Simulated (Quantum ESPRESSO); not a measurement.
**Cu under changes of volume**

One of the cells (11.436 Å³/atom); the others are scaled copies at fixed shape and fractional positions:

```xyz
2
Lattice="2.5341 0.0000 0.0000 -1.2670 2.1946 0.0000 0.0000 0.0000 4.1126" Properties=species:S:1:pos:R:3 pbc="T T T"
Cu    1.2670    0.7315    3.0844
Cu    0.0000    1.4631    1.0281
```

This isn't the form of Cu at room conditions, which is fcc.

- Program: Quantum ESPRESSO 7.5
- Functional: LDA
- Potentials or basis: GBRV 1.5 LDA
- Cutoff: 762 eV
- Density cutoff: 6095 eV
- k mesh: 12 × 12 × 7
- Occupations: fermi-dirac, width 0.05 eV
- Spin: no spin polarisation

```tsv
volume (Å³/atom)	energy over the lowest point (meV/atom)	pressure (GPa)
10.749	2.27	3.2
10.978	0.00	-0.9
11.207	3.23	-4.6
11.436	?	?
11.664	23.59	-10.6
11.893	39.62	-13.0
12.122	59.01	-15.1
```

Task: What does the run at 11.436 Å³/atom give?

Result: Energy over the lowest point 11.26 meV/atom; pressure -7.8 GPa.

Worked out: A Birch-Murnaghan fit of order 3 (a polynomial in V^(-2/3)) to the other rows has its minimum at 10.95 Å³/atom with B0 = V·E''(V) = 186 GPa and B' = 5.1 at fixed shape and positions, which overstates the stiffness. It gives 11.30 meV/atom at 11.436 Å³/atom, against the run's 11.26, and -dE/dV = -7.2 GPa, against -7.8.

Energies are extrapolated to zero smearing.
